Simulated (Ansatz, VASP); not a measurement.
# SnC62 in two plane-wave programs, part 2 of 2

Wanted: the spread between two codes on one cell, functional and k mesh. The cell is taken from a series of runs on this material, whose earlier steps may have relaxed, scaled, displaced or heated it; both programs get it as it stands.

VASP 6.6.1 and Ansatz 0.2.0.

So far: Set-up; Ansatz: single point, HSE06.

In doubt: the hybrid run may have settled on a false gap or state (step 2), so the values of those runs are not to be relied on; a hybrid run on one k-point (step 2), which bears on gaps, levels and energies.

## 3. VASP: single point, HSE06

Level of this step: HSE06, spin-polarised from a ferromagnetic start; plane waves and PAW (C, Sn_d) (VASP).

The same cell, functional, mesh and smearing now go to VASP, with its own data sets.

Lines of VASP's logs that name or quote its potential files are left out, and so is its time.

The run reads the wave functions of an earlier VASP run, which isn't shown here.

INCAR reads:

```
SYSTEM = SnC62
PREC = Accurate
ENCUT = 520
EDIFF = 1E-06
NELM = 100
ISMEAR = -1
SIGMA = 0.01
LREAL = Auto
ALGO = Normal
LHFCALC = .TRUE.
AEXX = 0.25
GGA = PE
HFSCREEN = 0.208
LASPH = .TRUE.
NELECT = 263
NBANDS = 175
ISPIN = 2
MAGMOM = 0 0.01 0.01 0 0 0 0 0 0.01 0 0 0.14 -0 -0 -0 0.01 0 0 0 0 0 0.03 0.01 0 0 0.03 0 0 0 0 0 0.01 0 0 0 0 0.03 0 0.01 0 0.03 0 0 0 0 0 0 0 -0 -0 0 0 0 0 0 0 0 -0 0.14 0.01 0.01 0.01 0.01
PRECFOCK = Fast
LORBIT = 11
LWAVE = .FALSE.
LCHARG = .FALSE.
ISIF = 2
NUPDOWN = 1
```

POSCAR reads:

```
SnC62
1.0
    7.1076060000      0.0000000000      0.0000000000
    0.0000000000      7.1076060000      0.0000000000
    0.0000000000      0.0000000000      7.1076060000
C Sn
62 1
Direct
    0.0005771269      0.0008429528      0.9994870674
    0.9976135602      0.2494582825      0.2462915893
    0.2491924565      0.9978793861      0.2462915893
    0.2518059464      0.2520717723      0.9974237110
    0.1257003405      0.1259661665      0.1223420442
    0.1194696140      0.3732835316      0.3702065361
    0.3730177057      0.1197354399      0.3702065361
    0.3753769160      0.3756427419      0.1244968236
    0.9987680761      0.9990339020      0.5000966631
    0.0019751205      0.2516890176      0.7487238498
    0.2514231917      0.0022409464      0.7487238498
    0.2340066005      0.2342724264      0.4804445821
    0.1245335181      0.1247993440      0.6221983781
    0.1254549633      0.3788226101      0.8738370844
    0.3785567842      0.1257207892      0.8738370844
    0.9993277612      0.5000647489      0.0008751755
    0.9973083881      0.7496379968      0.2507074769
    0.2446686057      0.5028880451      0.2458125018
    0.2492957286      0.7536534639      0.0019916754
    0.1212346546      0.6255923898      0.1232114430
    0.1206086287      0.8777615169      0.3749019720
    0.3565117208      0.6383218215      0.3652990236
    0.3748233695      0.8755603572      0.1243279429
    0.9986595429      0.5002225257      0.5006920267
    0.9971266016      0.7542794897      0.7503011464
    0.2365662969      0.5183763976      0.7599040947
    0.2425030869      0.7564605120      0.4972264816
    0.1184276065      0.6323850315      0.6279766367
    0.1252501216      0.8775797304      0.8744956415
    0.3720000733      0.6302195127      0.8793906166
    0.3746655928      0.8762285756      0.6245110917
    0.4997989230      0.9995935872      0.0008751755
    0.5026222192      0.2449344316      0.2458125018
    0.7493721709      0.9975742140      0.2507074769
    0.7533876379      0.2495615546      0.0019916754
    0.6253265639      0.1215004805      0.1232114430
    0.6380559956      0.3567775467      0.3652990236
    0.8774956909      0.1208744547      0.3749019720
    0.8752945313      0.3750891954      0.1243279429
    0.4999566998      0.9989253688      0.5006920267
    0.5181105717      0.2368321228      0.7599040947
    0.7540136638      0.9973924275      0.7503011464
    0.7561946860      0.2427689128      0.4972264816
    0.6321192056      0.1186934324      0.6279766367
    0.6299536868      0.3722658993      0.8793906166
    0.8773139044      0.1255159475      0.8744956415
    0.8759627496      0.3749314187      0.6245110917
    0.4992453765      0.4995112024      0.0007062948
    0.4960655083      0.7494331551      0.2513660340
    0.7491673292      0.4963313342      0.2513660340
    0.7489219520      0.7491877779      0.0028610742
    0.6228163461      0.6230821721      0.1277794074
    0.6231991008      0.8729129979      0.3764792686
    0.8726471720      0.6234649268      0.3764792686
    0.8740451656      0.8743109916      0.1257160510
    0.5016045869      0.7554185045      0.7549965823
    0.7551526785      0.5018704128      0.7549965823
    0.7500887744      0.7503546003      0.5030047403
    0.6406156920      0.6408815180      0.6447585363
    0.6254298360      0.8772745582      0.8789115291
    0.8770087323      0.6256956619      0.8789115291
    0.8758542164      0.8761200424      0.6251064553
    0.4373111463      0.4375769722      0.5626015592
```

KPOINTS reads:

```
Automatic mesh
0
Gamma
1 1 1
0 0 0
```

The projector-augmented-wave data sets are C and Sn_d (PBE family, release 64).

Launch:

```
$ export OMP_NUM_THREADS=4
$ mpirun -np 1 vasp_gam
```

Numbers of over 12 decimals in the logs are rounded to 6 here.

Log:

```text
[banner, memory and clock lines left out]
running    1 mpi-ranks, on    1 nodes
[...]
Offloading initialized ...    1 GPUs detected
[...]
LDA part: xc-table for (Slater+PW92), standard interpolation
 found WAVECAR, reading the header
 POSCAR, INCAR and KPOINTS ok, starting setup
[...]
reading WAVECAR
 the WAVECAR file was read successfully
 initial charge from wavefunction
 entering main loop
       N       E                     dE             d eps       ncg     rms          rms(c)
DAV:   1    -0.630825846301E+03   -0.63083E+03   -0.83803E+00   824   0.798E+00    0.418E+00
DAV:   2    -0.630857144806E+03   -0.31299E-01   -0.17195E-01   968   0.115E+00    0.260E+00
DAV:   3    -0.630840848897E+03    0.16296E-01   -0.22278E-02   960   0.431E-01    0.144E+00
DAV:   4    -0.630836377364E+03    0.44715E-02   -0.50335E-03   872   0.187E-01    0.797E-01
[...]
DAV:   9    -0.630834559145E+03    0.87352E-05   -0.41130E-06   752   0.700E-03    0.446E-02
DAV:  10    -0.630834557152E+03    0.19929E-05   -0.16906E-06   536   0.431E-03    0.250E-02
DAV:  11    -0.630834556998E+03    0.15431E-06   -0.50882E-07   440   0.260E-03
   1 F= -.63083456E+03 E0= -.63083456E+03  d E =-.836390E-12  mag=     1.0000
```

OUTCAR, selected parts (step 3):

```text
  FREE ENERGIE OF THE ION-ELECTRON SYSTEM (eV)
  ---------------------------------------------------
  free  energy   TOTEN  =      -630.8345569981 eV

  energy  without entropy=     -630.8345569981  energy(sigma->0) =     -630.83455700

 magnetization (x)
# of ion       s       p       d       tot
------------------------------------------
    1        0.000   0.002   0.000   0.002
    2        0.001   0.013   0.000   0.014
    3        0.001   0.013   0.000   0.014
    4        0.000   0.000   0.000   0.000
    5       -0.000   0.000   0.000   0.000
    6       -0.001   0.001   0.000  -0.000
    7       -0.001   0.001   0.000  -0.000
    8       -0.000   0.000   0.000   0.000
    9        0.002   0.015   0.000   0.017
   10        0.000   0.004   0.000   0.004
   11        0.000   0.004   0.000   0.004
   12        0.015   0.169   0.000   0.184
   13       -0.001  -0.000   0.000  -0.002
[...]
--------------------------------------------------
tot          0.031   0.637   0.091   0.759

[... 1 further part left out ...]
```

The cell is charged against a uniform background.

The run ends at a pressure of 19.56 GPa, with forces up to 1.0 eV/Å.

## 4. Differences

Known differences besides the potentials themselves: exact exchange at q = 0 is treated differently, which shows on coarse meshes; VASP keeps PBE cores, Ansatz makes them for the functional; the cutoff is 420 eV in Ansatz and 520 eV in VASP (PREC = Accurate, projectors in real space); VASP takes a coarser grid for exact exchange (PRECFOCK = Fast); site moments are counted in spheres of each program's own size. Total energies have different zeros and are not compared.

Compared:

```
                             quantity  Ansatz  VASP  difference
total moment, fixed by the input (μB)    1.00  1.00        0.00
                   moment on C12 (μB)    0.14  0.18       -0.04
                   moment on C59 (μB)    0.14  0.18       -0.04
```

Forces on 9 of the 63 atoms, those with the largest forces and the largest differences (eV/Å; atoms numbered as in POSCAR):

```
atom          Ansatz x, y, z            VASP x, y, z
  C9  -0.151, -0.151, -0.284  -0.147, -0.147, -0.271
 C12     0.712, 0.712, 0.147     0.715, 0.715, 0.160
 C13     0.325, 0.325, 0.163     0.324, 0.324, 0.174
 C22   -0.110, -0.247, 0.094   -0.091, -0.259, 0.097
 C26    0.247, 0.110, -0.094    0.259, 0.091, -0.097
 C41    0.110, 0.247, -0.094    0.091, 0.259, -0.097
 C58  -0.325, -0.325, -0.163  -0.324, -0.324, -0.174
 C59  -0.712, -0.712, -0.147  -0.715, -0.715, -0.160
 C62     0.151, 0.151, 0.284     0.147, 0.147, 0.271
```

The forces differ by 6.9 meV/Å r.m.s., which is 4.5 % of the r.m.s. force of 0.154 eV/Å (both taken over all components). The cell carries a charge of -1 e against a uniform background, so its pressure also hangs on how the neutralising background is counted, and in a defect's cell a gap may be the spacing between its levels.

## 5. What came out

```yaml
r_m_s_force_difference_single_point_hse06: 6.9 meV/Å
```

The r.m.s. force difference is 6.9 meV/Å (single point, HSE06), within the 12 meV/Å picked in this series as the mark of a large difference. How closely two codes agree says nothing of how well the functional describes the real material.

[Lines on the potential files, build, host, timing and source positions are cut from VASP's logs without a mark.]

[Logs are printed without paths, hosts, clocks, repeated set-up lines and the standing remarks that a program may print on its own settings, such as how far it seeks lower states.]

[Hosts, paths, dates, database ids (printed as entryN), source tags and the programs' standing remarks are cut or masked in the printed files.]
